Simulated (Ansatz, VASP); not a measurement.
**One calculation of Be, two programs**

INCAR

```
PREC = Accurate ; ENCUT = 520
EDIFF = 1E-7 ; ISMEAR = 0
SIGMA = 0.2 ; LREAL = F
LASPH = T ; NELM = 80
ALGO = Fast ; ISIF = 2
LWAVE = F ; LCHARG = F
GGA = PE ; NBANDS = 12
```

Contents of KPOINTS:

```
regular mesh
0
Gamma
  10 6 6
```

Contents of POSCAR:

```
Be
1.0
   -1.1165551103      1.1165551103     -1.5780297674
    3.3496653309      1.1165551103     -1.5780297674
   -1.1165551103     -3.3496653309     -1.5780297674
Be
4
Direct
    0.0000000000      0.2500000000      0.7500000000
    0.5000000000      0.7500000000      0.7500000000
    1.0000000000      0.7500000000      0.2500000000
    0.5000000000      0.2500000000      0.2500000000
```

Input for Ansatz:

```yaml
crystal:
  lattice:
    - [-1.1165551103, 1.1165551103, -1.5780297674]
    - [3.3496653309, 1.1165551103, -1.5780297674]
    - [-1.1165551103, -3.3496653309, -1.5780297674]
  atoms:
    - { symbol: Be, position: [0.0, 0.25, 0.75] }
    - { symbol: Be, position: [0.5, 0.75, 0.75] }
    - { symbol: Be, position: [1.0, 0.75, 0.25] }
    - { symbol: Be, position: [0.5, 0.25, 0.25] }
basis:
  ecutwfc: 420
kpoints:
  mp_grid: { grid: [10, 6, 6] }
hamiltonian:
  xc: pbe
scf:
  occupations: { method: gaussian, width: 0.2 }
  lower_state_search: "off"
output:
  forces: true
  stress: true
  eigenvalues: true
```

Alike in both runs: task single point; functional PBE; k mesh 10 × 6 × 6; occupations gaussian, width 0.2 eV; no spin polarisation.

```csv
,VASP,Ansatz
version,VASP 6.6.1,Ansatz 0.2.0
potentials or method,"VASP PAW PBE potentials, release 64 (Be)","scalar-relativistic, plane waves, PAW"
plane-wave cutoff (eV),520,420
valence electrons in the cell,8,8
```

```csv
,VASP,Ansatz,Ansatz less VASP
gap on the k mesh at the Fermi level (eV),none,none,-
pressure (GPa),0.2,0.0,-0.15
largest component of the traceless stress (GPa),0.33,0.33,0.000
```

A gap of «none» marks a metal or a gap that the smearing closes.
